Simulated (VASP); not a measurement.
# How strain moves the gap of SnSe, part 6 of 6

How do the gap and the pressure of SnSe answer to a change of volume or shape? All runs use r2SCAN. Left out of this account: 1 further run (fields: a reference on another mesh). The start is a computed cell from the Materials Project.

VASP 6.6.1; r2SCAN; plane waves and PAW (Sn_d, Se).

Still holding for the runs below: Spin-orbit coupling is off here; with elements this heavy it splits and shifts levels by tenths of an eV or more.

So far, least gap on mesh and path (eV): step 2 (bands, cell as listed) 1.02; step 4 (cell volume +8.0 %) 1.08; step 5 (bands, sheared, principal strains -1.8, -0.2, +2.0 %) 0.880; step 6 (cell volume -4.0 %) 0.964; step 7 (cell volume -8.0 %) 0.869.

## Step 8: Bands, atoms displaced by up to 0.08 Å (continued)

From OUTCAR (step 8):

```text
   NELECT =      80.0000    total number of electrons

 E-fermi :   5.0504

 k-point     1 :       0.0000    0.0000    0.0000
  band No.  band energies     occupation
    ...
     36       2.7324      2.00000
     37       3.1201      2.00000
     38       3.6736      2.00000
     39       3.8206      2.00000
     40       4.3664      2.00000
     41       5.7900      0.00000
     42       7.5139      0.00000
     43       7.7028      0.00000
     44       7.7665      0.00000
     45       7.9893      0.00000
    ...

  Total       -0.4049635     -0.3622208     -0.7342769     -0.1370288      0.3602447     -0.0471796
  in kB       -2.8676397     -2.5649683     -5.1995834     -0.9703320      2.5509757     -0.3340899
  external PRESSURE =      -3.5440638 kB  Pullay stress =       0.0000000 kB

 POSITION                                       TOTAL-FORCE (eV/Angst)
 -----------------------------------------------------------------------------------
      7.22340      3.03980      1.77935         0.194549      0.145358      0.117196
     10.29502      1.05510      4.16990        -0.048540      0.006150     -0.157828
      4.45960      1.01113      2.88937        -0.025781     -0.087652      0.196741
      1.42444      3.05327      0.56492         0.045496      0.059727      0.080168
      1.75953      1.01606      2.40457        -0.027978     -0.091063     -0.055430
      7.57773      1.02134      4.69396         0.044455     -0.092460     -0.148494
      4.14037      3.02837      0.06334         0.001998      0.149358     -0.180229
      9.98567      3.12902      2.31461        -0.184198     -0.089419      0.147875
 -----------------------------------------------------------------------------------
    total drift:                                0.001080      0.001456     -0.000120

  FREE ENERGIE OF THE ION-ELECTRON SYSTEM (eV)
  ---------------------------------------------------
  free  energy   TOTEN  =      -159.7917613819 eV

  energy  without entropy=     -159.7917573696  energy(sigma->0) =     -159.79175938

[... 5 parts as in an earlier step ...]

[... 12 further parts left out ...]
```

Numbers from this step:

```
SCF cycles                        : 15
irreducible k-points              : 32
symmetry operations               : 1
free energy (TOTEN)               : -159.7918 eV
Fermi energy                      : 5.050 eV
pressure                          : -0.3544 GPa
least gap on mesh and path        : 0.9472 eV
least direct gap on mesh and path : 1.281 eV
valence top at k                  : 0, 0, 0.3182
conduction bottom at k            : 0, 0.3333, 0
```

The electronic bands at the labelled points (eV, zero at the valence-band top; v1 is the highest filled band, c1 the lowest empty one):

| point | v4 | v3 | v2 | v1 | c1 | c2 | c3 | c4 |
| --- | --- | --- | --- | --- | --- | --- | --- | --- |
| Γ | -1.48 | -0.92 | -0.78 | -0.23 | 1.19 | 2.92 | 3.11 | 3.17 |
| 0.45 of the way | -1.65 | -0.77 | -0.52 | -0.37 | 1.52 | 1.54 | 2.65 | 2.90 |
| X | -1.15 | -1.07 | -1.00 | -0.96 | 1.38 | 1.49 | 1.51 | 1.59 |
| 0.45 of the way | -1.86 | -1.80 | -0.85 | -0.78 | 1.43 | 1.49 | 2.79 | 2.89 |
| S | -2.10 | -2.03 | -1.34 | -1.21 | 2.89 | 3.02 | 3.15 | 3.22 |
| 0.45 of the way | -1.55 | -1.47 | -0.83 | -0.76 | 1.89 | 1.98 | 3.57 | 3.60 |
| Y | -0.83 | -0.77 | -0.10 | -0.05 | 1.65 | 1.68 | 2.10 | 2.12 |
| 0.45 of the way | -1.33 | -0.90 | -0.38 | -0.08 | 1.56 | 1.66 | 2.35 | 2.66 |
| Γ | -1.48 | -0.92 | -0.78 | -0.23 | 1.19 | 2.92 | 3.11 | 3.17 |
| 0.45 of the way | -1.53 | -1.35 | -0.69 | -0.28 | 1.74 | 2.84 | 3.03 | 3.13 |
| Z | -1.72 | -1.67 | -0.48 | -0.45 | 2.68 | 2.74 | 2.87 | 2.91 |
| 0.45 of the way | -1.63 | -1.59 | -0.41 | -0.39 | 1.96 | 2.04 | 2.82 | 2.92 |
| U | -1.28 | -1.24 | -1.20 | -1.13 | 1.65 | 1.71 | 1.75 | 1.84 |
| 0.45 of the way | -1.44 | -1.39 | -1.37 | -1.32 | 2.33 | 2.40 | 2.43 | 2.47 |
| R | -1.42 | -1.42 | -1.38 | -1.34 | 2.70 | 2.80 | 2.86 | 2.92 |
| 0.45 of the way | -1.53 | -1.51 | -1.13 | -1.11 | 2.70 | 2.73 | 3.46 | 3.50 |
| T | -0.56 | -0.54 | -0.12 | -0.08 | 1.66 | 1.70 | 2.15 | 2.16 |
| 0.45 of the way | -1.11 | -1.08 | -0.53 | -0.52 | 2.08 | 2.12 | 2.78 | 2.85 |
| Z | -1.72 | -1.67 | -0.48 | -0.45 | 2.68 | 2.74 | 2.87 | 2.91 |
| jump to Y | -0.83 | -0.77 | -0.10 | -0.05 | 1.65 | 1.68 | 2.10 | 2.12 |
| 0.45 of the way | -0.68 | -0.64 | -0.11 | -0.06 | 1.64 | 1.67 | 2.15 | 2.17 |
| T | -0.56 | -0.54 | -0.12 | -0.08 | 1.66 | 1.70 | 2.15 | 2.16 |
| jump to U | -1.28 | -1.24 | -1.20 | -1.13 | 1.65 | 1.71 | 1.75 | 1.84 |
| 0.55 of the way | -1.19 | -1.14 | -1.12 | -1.06 | 1.47 | 1.60 | 1.64 | 1.70 |
| X | -1.15 | -1.07 | -1.00 | -0.96 | 1.38 | 1.49 | 1.51 | 1.59 |
| jump to S | -2.10 | -2.03 | -1.34 | -1.21 | 2.89 | 3.02 | 3.15 | 3.22 |

Of the projections kept (Sn, Se), the largest for each band there; the rest of the weight can lie on other orbitals:

| point | v4 | v3 | v2 | v1 | c1 | c2 | c3 | c4 |
| --- | --- | --- | --- | --- | --- | --- | --- | --- |
| Γ | Se 0.83 | Se 0.61 | Se 0.73 | Se 0.69 | Sn 0.85 | Sn 0.69 | Sn 0.66 | Sn 0.65 |
| X | Sn 0.54 | Sn 0.53 | Se 0.52 | Se 0.51 | Sn 0.68 | Sn 0.63 | Sn 0.65 | Sn 0.65 |
| S | Se 0.54 | Se 0.54 | Se 0.68 | Se 0.68 | Sn 0.66 | Sn 0.65 | Sn 0.52 | Sn 0.52 |
| Y | Se 0.55 | Se 0.55 | Se 0.51 | Se 0.51 | Sn 0.73 | Sn 0.73 | Sn 0.60 | Sn 0.59 |
| Γ | Se 0.83 | Se 0.61 | Se 0.73 | Se 0.69 | Sn 0.85 | Sn 0.69 | Sn 0.66 | Sn 0.65 |
| Z | Se 0.80 | Se 0.82 | Se 0.72 | Se 0.73 | Sn 0.70 | Sn 0.65 | Sn 0.68 | Sn 0.65 |

Force by atom:

| atom | x (eV/Å) | y (eV/Å) | z (eV/Å) | size |
| --- | --- | --- | --- | --- |
| Sn1 | 0.195 | 0.145 | 0.117 | 0.270 |
| Sn2 | -0.049 | 0.006 | -0.158 | 0.165 |
| Sn3 | -0.026 | -0.088 | 0.197 | 0.217 |
| Sn4 | 0.045 | 0.060 | 0.080 | 0.110 |
| Se5 | -0.028 | -0.091 | -0.055 | 0.110 |
| Se6 | 0.044 | -0.092 | -0.148 | 0.180 |
| Se7 | 0.002 | 0.149 | -0.180 | 0.234 |
| Se8 | -0.184 | -0.089 | 0.148 | 0.253 |

The gap is 0.95 eV, indirect. That is -0.07 eV from the cell as listed. The pressure is -0.35 GPa, and the symmetry operations fall from 8 to 1.

## Step 9: The runs together

| cell | mesh | pressure (GPa) | gap (eV) | direct gap (eV) |
| --- | --- | --- | --- | --- |
| cell as listed | 2×6×5 | -0.05 | 1.020 | 1.344 |
| volume times 1.04 | 2×6×5 | -1.86 | 1.058 | 1.400 |
| volume times 1.08 | 2×6×5 | -3.33 | 1.082 | 1.435 |
| sheared, principal strains -1.8, -0.2, +2.0 % | 2×6×5 | 0.04 | 0.880 | 1.228 |
| volume times 0.96 | 2×6×5 | 2.21 | 0.964 | 1.286 |
| volume times 0.92 | 2×6×5 | 5.01 | 0.869 | 1.231 |
| atoms displaced by up to 0.08 Å | 2×6×5 | -0.35 | 0.947 | 1.281 |

## Step 10: Summary of results

- gap, cell as listed: 1.020 eV
- gap, volume times 1.04: 1.058 eV
- gap, volume times 1.08: 1.082 eV
- gap, sheared, principal strains -1.8, -0.2, +2.0 %: 0.880 eV
- gap, volume times 0.96: 0.964 eV
- gap, volume times 0.92: 0.869 eV
- gap, atoms displaced by up to 0.08 Å: 0.947 eV
- bulk modulus at the listed volume, shape and positions held: 51.2 GPa
- volume deformation potential of the gap: 1.15 eV

In words: At the listed volume the gap of SnSe changes by +1.15 eV per unit of ln V, its volume deformation potential under even scaling. A real pressure also changes the shape of this cell, so no pressure coefficient follows. The band edges move to other points at some volumes, which this slope leaves out. The slope of pressure against ln V at the listed volume gives a bulk modulus of 51.2 GPa at fixed shape and positions, an upper bound since the atoms bear forces. With sheared, principal strains -1.8, -0.2, +2.0 %, the gap on the common mesh moves by -0.17 eV. With atoms displaced by up to 0.08 Å, the least gap on mesh and path moves by -0.07 eV. A cell with a path of its own may have its gap from unlike samples: sheared, principal strains -1.8, -0.2, +2.0 %. The atoms were not relaxed in the changed cells. Spin-orbit coupling is left out, and with elements this heavy it would split and shift bands near the edges, and it can change the kind of a small gap.

[Lines on the potential files, build, host, timing and source positions are cut from VASP's logs without a mark.]

[Logs are printed without paths, hosts, clocks, repeated set-up lines and the standing remarks that a program may print on its own settings, such as how far it seeks lower states.]

[Hosts, paths, dates, database ids (printed as entryN), source tags and the programs' standing remarks are cut or masked in the printed files.]

[A measured line is paired with the nearest computed mode of its activity, which favours agreement.]
